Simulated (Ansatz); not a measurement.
InAs, DFT, PBE, all-electron PAW with datasets made for the crystal, scalar-relativistic (Ansatz 0.2.0), run on 1 thread of Arm Neoverse V1 on a shared host.

The cell is COD entry 1537448, as deposited and not checked against the literature; nothing was relaxed. It is an old determination, and later ones may differ. The listed cell was then made from it by scaling, straining or moving an atom.

Command: `ansatz run input.yaml --threads 1 --pin off --max-ram 2048MiB --backend cpu --events-out ev --progress --plain --runs-dir out`

```yaml
crystal:
  lattice:
    - [0.0, 2.9627935246, 2.9627935246]
    - [2.9627935246, 0.0, 2.9627935246]
    - [2.9627935246, 2.9627935246, 0.0]
  atoms:
    - { symbol: In, position: [0.0, 0.0, 0.0] }
    - { symbol: As, position: [0.75, 0.75, 0.75] }
kpoints:
  mp_grid: { grid: [10, 10, 10] }
scf:
  occupations: { method: fermi_dirac, width: 0.08 }
hamiltonian:
  xc: pbe
  pseudopotentials: { kind: all_electron, datasets: crystal }
output:
  forces: true
  stress: true
  eigenvalues: true
  efg: { contact_densities: true }
```

How large is the problem that the program sets up?

47 irreducible k-points, 459 plane waves at Γ, 13 bands.

About how long does it take, and how much memory does it use?

9.2 s of wall time for 8 SCF iterations, with a peak of 0.5 GiB. Times on shared machines scatter by tens of per cent.

And the same cell and mesh by LAPW (all electrons), asked for forces, stress, eigenvalues, on the same hardware?

44 s, peak memory 0.42 GiB.

And the same cell and mesh by PAW with the default files, asked for forces, stress, eigenvalues, efg, on the same hardware?

5.7 s, peak memory 0.4 GiB.
